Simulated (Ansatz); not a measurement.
# CuO (Tenorite): the cost of one run

Computed with Ansatz 0.2.0 (DFT PBE, scalar-relativistic, plane waves, PAW).

### Step 1. Starting point

Symmetry: C2/c, No. 15, monoclinic system. The conventional cell has a = 4.684 Å, b = 3.423 Å, c = 5.129 Å, α = 90.00°, β = 99.54°, γ = 90.00°. Cu (site symmetry -1) is surrounded by 4 O at 1.95 to 1.96 Å. Around O (site symmetry 2) lie 4 Cu at 1.95 to 1.96 Å.

Coordinates:

```cif
data_structure
_symmetry_space_group_name_H-M 'C2/c'
_symmetry_Int_Tables_number 15
_cell_length_a 4.6837
_cell_length_b 3.4226
_cell_length_c 5.1288
_cell_angle_alpha 90.000
_cell_angle_beta 99.540
_cell_angle_gamma 90.000
_cell_volume 81.08
loop_
_atom_site_label
_atom_site_type_symbol
_atom_site_symmetry_multiplicity
_atom_site_Wyckoff_symbol
_atom_site_fract_x
_atom_site_fract_y
_atom_site_fract_z
_atom_site_occupancy
Cu1 Cu 4 c 0.25000 0.25000 0.00000 1
O1 O 4 e 0.50000 0.91840 0.25000 1
```

Starting moments: Cu 1.00 μB.

### Step 2. First run, at the start cell

Input file input.yaml:

```yaml
crystal:
  lattice:
    - [2.34185, -1.7113, 0.0]
    - [2.34185, 1.7113, 0.0]
    - [-0.8500274268, 0.0, 5.0578693947]
  atoms:
    - { symbol: Cu, position: [0.0, 0.5, 0.0], spin: 1.0 }
    - { symbol: Cu, position: [0.5, 0.0, 0.5], spin: 1.0 }
    - { symbol: O, position: [0.5816, 0.4184, 0.25] }
    - { symbol: O, position: [0.4184, 0.5816, 0.75] }
basis:
  ecutwfc: 420
  ecutrho_ratio: 4
kpoints:
  mp_grid: { grid: [8, 8, 4] }
hamiltonian:
  xc: pbe
scf:
  occupations: { method: gaussian, width: 0.05 }
output:
  forces: true
  stress: true
  eigenvalues: true
  populations: true
magnetization:
  spin_polarized: true
relax:
  f_tol: 0.03
  max_steps: 60
  cell: { stress_tol: 0.3 }
```

Command:

```sh
$ ansatz run input.yaml --threads 4 --pin off --max-ram 10240MiB --backend cpu --events-out ev --progress --plain --runs-dir out
```

What time and memory should one allow on 4 threads of Intel Xeon Platinum 8559C (Emerald Rapids), shared host?

About 29 s, with a peak of 0.53 GiB.
